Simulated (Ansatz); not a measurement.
The system is BaTiO3.

```
Ba Ti O
1.0
     4.00730    0.00000    0.00000
     0.00000    4.00730    0.00000
     0.00000    0.00000    4.00730
Ba Ti O
1 1 3
Direct
  0.50903 0.45529 0.50668
  0.94374 0.06998 0.95431
  0.52053 0.00683 0.05543
  0.01265 0.49197 0.05272
  0.01405 0.97593 0.43085
```

Base run:

```yaml
Program: Ansatz 0.2.0
Functional: PBEsol
Potentials_or_basis: Ansatz PAW
Cutoff: 420 eV
Density_cutoff: 1680 eV
k_mesh: 7 × 7 × 7
Occupations: fermi-dirac, width 0.05 eV
Spin: no spin polarisation
```

Its results: band gap on the k mesh 2.78 eV, indirect (least direct gap 2.96 eV); pressure 5.7 GPa; largest force 4.216 eV/Å.

Q: The run is repeated on the same cell with these changes: hubbard terms from none to Ti d U = 5 eV; hubbard projectors from none to ortho-atomic (the default). What comes out?

A: Band gap on the k mesh 3.18 eV, indirect (least direct gap 3.31 eV); pressure 7.9 GPa; largest force 4.851 eV/Å.

The U term pushes filled and empty states of the shell apart.

Caveats: spin-orbit coupling is left out, which moves the levels of the heavy elements; the PAW data sets come from PBE, with cores solved anew for the run's functional, which leaves a small shift of forces and pressure; forces of over 1 eV/Å show positions far from the minimum, so gaps and moduli don't describe the material at rest.

Not every run made on this cell is shown here.
